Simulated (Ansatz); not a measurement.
**Vanadium, fcc: HSE06 at the PBE geometry**

Aim: see what exact exchange does to the levels, and what it costs. Spin polarisation is left out. The geometry was relaxed under PBE beforehand and is kept. Exact exchange is dear, so the k-mesh is coarse, and PBE is run on the same mesh for comparison.

Computed with Ansatz 0.2.0 (DFT, plane waves (420 eV) with PBE-made PAW files, scalar-relativistic; functionals as named at each step, unless a step says otherwise).

## Step 1: The starting structure

Symmetry: Fm-3m, No. 225, cubic system. Conventional cell: a = 3.819 Å, b = 3.819 Å, c = 3.819 Å, α = 90.00°, β = 90.00°, γ = 90.00°. Around V (site symmetry m-3m) lie 12 V at 2.70 Å.

Structure file:

```
CELL_PARAMETERS angstrom
0.00000 1.90934 1.90934
1.90934 0.00000 1.90934
1.90934 1.90934 0.00000
ATOMIC_POSITIONS crystal
V 0.00000 0.00000 0.00000
```

## Step 2: PBE, coarse mesh

The run with PBE.

Contents of input.yaml:

```yaml
crystal:
  lattice:
    - [0.0, 1.909344666, 1.909344666]
    - [1.909344666, 0.0, 1.909344666]
    - [1.909344666, 1.909344666, 0.0]
  atoms:
    - { symbol: V, position: [0.0, 0.0, 0.0] }
hamiltonian:
  xc: pbe
  pseudopotentials:
    kind: paw
    azcp:
      V: "pseudopotentials/V.paw.azcp"
basis:
  ecutwfc: 420
  fft_grid_basis: typed
kpoints:
  mp_grid: { grid: [7, 7, 7], shift: [0, 0, 0] }
magnetization:
  spin_polarized: false
scf:
  occupations: { method: fermi_dirac, width: 0.1 }
```

Launch:

```
> ansatz run input.yaml --threads 4 --pin off --max-ram 8192MiB --backend cpu --events-out ev --progress --plain --runs-dir out
```

What it wrote, cut to the lines that bear on the results:

```text
Warning: RAYON_NUM_THREADS=4 ignored (pool sized by the plan → 4); use --threads N
[...]
Pseudopotentials: kind: paw
Pseudopotential: V, paw, valence charge 13, recommended cutoff 420 eV (normal), <dir>
Functional definition: PBE
[...]
Crystal: 1 atoms, lattice volume = 13.921 Å³
Basis set: ecut = 420 eV, 283 PW (Γ)
Bands: 11, of which v1, the nominal top of the filled ones, is band 7 counted from 1 (6 counted from 0)
Symmetry: 48 space group operations
Space group: Fm-3m (ITA 225), of the structure as read, at distance tolerance 2.4e-5 Å
k-points: 20 of 343
[...]
SCF iter   1: F=—  HF=-2912.198935 eV  |F-HF|=—  |Δ(HF+E_count)|=         —  Δρ=2.27e-3  dr2=4.74e-4  ethr=1.77e-3  ⟨swp⟩=4.1  Hψ=1100  notcnv=0
[...]
SCF iter   6: F=-2912.198895 eV  HF=-2912.198895 eV  |F-HF|=5.91e-12  |Δ(HF+E_count)|=   7.21e-9  Δρ=4.33e-7  dr2=1.04e-11  ethr=2.48e-11  ⟨swp⟩=1.0  Hψ=661  notcnv=0
[...]
SCF converged after 6 iterations
Free energy (F): -2912.198895 eV
[...]
E sigma→0 (E₀):  -2912.171737 eV
Entropy (-TS):   -0.054316 eV (-54.316 meV/atom)
Fermi energy:    16.271682 eV
[...]
```

Wall time 0.21 s (4 threads of Arm Neoverse V2, shared host); peak memory 0.23 GiB.

## Step 3: HSE06 on the coarse mesh

The run with HSE06.

Edit input.yaml of step 2 so:

```diff
@@ -8,3 +8,3 @@
 hamiltonian:
-  xc: pbe
+  xc: hse06
   pseudopotentials:
@@ -22 +22,6 @@
   occupations: { method: fermi_dirac, width: 0.1 }
+output:
+  write_density: true
+  write_potential: true
+  elf: true
+  volumetric_format: npy
```

Launch:

```
> ansatz run input.yaml --threads 4 --pin off --max-ram 8192MiB --backend cpu --events-out ev --progress --plain --runs-dir out
```

What it wrote, cut to the lines that bear on the results:

```text
Warning: RAYON_NUM_THREADS=4 ignored (pool sized by the plan → 4); use --threads N
[...]
Pseudopotentials: kind: paw
Pseudopotential: V, paw, valence charge 13, recommended cutoff 420 eV (normal), <dir>
Functional definition: HSE06
[...]
Crystal: 1 atoms, lattice volume = 13.921 Å³
Basis set: ecut = 420 eV, 283 PW (Γ)
Bands: 11, of which v1, the nominal top of the filled ones, is band 7 counted from 1 (6 counted from 0)
Symmetry: 48 space group operations
Space group: Fm-3m (ITA 225), of the structure as read, at distance tolerance 2.4e-5 Å
k-points: 20 of 343
[...]
SCF iter   1: F=—  HF=-2912.200471 eV  |F-HF|=—  |Δ(HF+E_count)|=         —  Δρ=1.78e-3  dr2=2.36e-4  ethr=1.77e-3  ⟨swp⟩=6.2  Hψ=852  notcnv=0
[...]
Frozen-core exchange: fock
[...]
SCF 2 stopped early in 7 iterations: F = -2910.610351 eV  dr2 = 1.22e-5
hybrid outer 1: dexx = +2.597e-2 eV, tail = 9.10e-5 eV
[...]
Frozen-core exchange: fock
[...]
hybrid outer 2: dexx = +1.742e-6 eV, tail = 3.62e-8 eV, Δε = 9.70e-3 eV (about 2.35e-4 eV left of the loop's levels)
hybrid SCF converged: 2 outer / 11 inner (+5 warm-up), last move |dexx| = 1.74e-6 eV, tail = 3.62e-8 eV
Stability not checked: this state was not tested for a lower state beside it, because the functional holds exact exchange (a hybrid, or Hartree-Fock), whose exchange loop this test does not read (fock_operator; see scf.lower_state_search)
Free energy (F): -2910.609955 eV
Frozen-core exchange: fock
[...]
E sigma→0 (E₀):  -2910.585136 eV
Entropy (-TS):   -0.049639 eV (-49.639 meV/atom)
Fermi energy:    16.216611 eV
[...]
--- Band table (eV; the first three rows and the last of 20) ---
  k-point 0: bands = ["-53.1717", "-24.8102", "-24.8102", "-24.8102", "8.0806", "16.4837", "16.4837", "16.4837", "19.0196"]
[...]
  guard bands above this table: 2 of the run's 11 bands. The solve was not asked for them (output.publish_guard_bands: true or output.eigenvalues: true publishes all)
```

It took 2.6 s on 4 threads of Arm Neoverse V2, shared host; peak memory 0.61 GiB.

Axes a, b and c in the maps are those of this run's conventional cell (a, b, c = 3.819, 3.819, 3.819 Å).

Density in a lattice plane of the grid's cell (edges 3.82 and 3.82 Å, at 0.000 of the third edge), which holds V.

Ten even steps from ' ' (0.21 e/Å³) to '@' (16.64 e/Å³):
```
%%##++--..                              ..--++##
++==--..                                  ::--==
::....                                      ....
                                                
                                                
                                                
                    ....::....                  
                  ..--==++==--::                
                ..--++##%%##++--..              
                ..--**%%@@%%**--..              
                ..--++##%%##++--..              
                  ::--==++==--..                
                    ....::....                  
                                                
                                                
                                                
::....                                      ....
++==--::                                  ..--==
%%##++--..                              ..--++##
@@%%**--..                              ..--**%%
```
Columns run along the first of these edges and rows up along the second, over one cell in 24 and 20 even steps from the bottom left corner. Atoms in the plane (fractional): V at (0.00, 0.00), V at (0.50, 0.50).

ELF in the same plane.

Ten even steps from '0' (0.09) to '9' (0.76):
```
999862003578887530026899
999741013566766531014799
876420023444344432002467
222101222210001222210122
000012221000000012221000
001222210122222101222210
344432002467876420023444
766531014799999741013566
887530026899999862003578
887520026999899962002578
887530026899999862003578
766531014799999741013566
344432002467876420023444
001222210122222101222210
000012221000000012221000
222101222210001222210122
876420023444344432002467
999741013566766531014799
999862003578887530026899
899962002578887520026999
```
Columns run along the first of these edges and rows up along the second, over one cell in 24 and 20 even steps from the bottom left corner. Atoms in the plane (fractional): V at (0.00, 0.00), V at (0.50, 0.50).

Both are smooth fields of the valence electrons: close to the nuclei they are not physical.

Maxima of ELF outside the ion cores: 0.69 between the atoms, 1.9 Å from V.

## Step 4: The functionals compared

```tsv
functional	gap on the mesh	Fermi energy (eV)	SCF cycles	exchange loops	CPU time
PBE	none (levels filled in part)	16.272	6	-	0.39 s
HSE06	none (levels filled in part)	16.217	16	2	7.5 s
```

## Step 5: Outcome

| quantity | value |
| --- | --- |
| PBE: gap | none (levels filled in part) |
| HSE06: gap | none (levels filled in part) |
| HSE06: SCF cycles, exchange loops | 16, 2 |
| HSE06: CPU time over that of PBE | 19 |

In words: Both PBE and HSE06 leave levels filled in part. HSE06 cost 19 times the CPU time of PBE. The exchange operator of HSE06 was renewed in 2 outer loops. Absolute energies differ from functional to functional, by eV per atom at times, and say nothing by themselves.
